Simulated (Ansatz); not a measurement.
# Yb: the cost of one run

Method: DFT PBE+U (U_eff = 6 eV on Yb 4f), scalar-relativistic, plane waves, PAW, in Ansatz 0.2.0.

## (1) The system as given

The structure is hexagonal, space group P6_3/mmc (No. 194). The conventional cell has a = 3.880 Å, b = 3.880 Å, c = 6.386 Å, α = 90.00°, β = 90.00°, γ = 120.00°. Yb (site symmetry -6m2) has 12 Yb at 3.88 to 3.90 Å as nearest neighbours.

As a file:

```cif
data_structure
_symmetry_space_group_name_H-M 'P6_3/mmc'
_symmetry_Int_Tables_number 194
_cell_length_a 3.8799
_cell_length_b 3.8799
_cell_length_c 6.3859
_cell_angle_alpha 90.000
_cell_angle_beta 90.000
_cell_angle_gamma 120.000
_cell_volume 83.25
loop_
_atom_site_label
_atom_site_type_symbol
_atom_site_symmetry_multiplicity
_atom_site_Wyckoff_symbol
_atom_site_fract_x
_atom_site_fract_y
_atom_site_fract_z
_atom_site_occupancy
Yb1 Yb 2 c 0.33333 0.66667 0.25000 1
```

## (2) Full relaxation

File input.yaml:

```yaml
crystal:
  lattice:
    - [3.8799, 0.0, 0.0]
    - [-1.93995, 3.3600919641, 0.0]
    - [0.0, 0.0, 6.3859]
  atoms:
    - { symbol: Yb, position: [0.3333333333, 0.6666666667, 0.25] }
    - { symbol: Yb, position: [0.6666666667, 0.3333333333, 0.75] }
basis:
  ecutwfc: 420
  ecutrho_ratio: 4
kpoints:
  mp_grid: { grid: [14, 14, 8] }
hamiltonian:
  xc: pbe
  hubbard: { sites: [{ species: Yb, l: f, u_eff: 6.0 }] }
scf:
  occupations: { method: gaussian, width: 0.05 }
output:
  forces: true
  stress: true
  eigenvalues: true
  populations: true
relax:
  f_tol: 0.01
  max_steps: 60
  cell: { stress_tol: 0.04 }
```

Run with:

```console
$ ansatz run input.yaml --threads 2 --pin off --max-ram 5120MiB --backend cpu --events-out ev --progress --plain --runs-dir out
```

What time and memory should one allow on 2 threads of Arm Neoverse V1, shared host?

About 53 s, with a peak of 0.73 GiB.
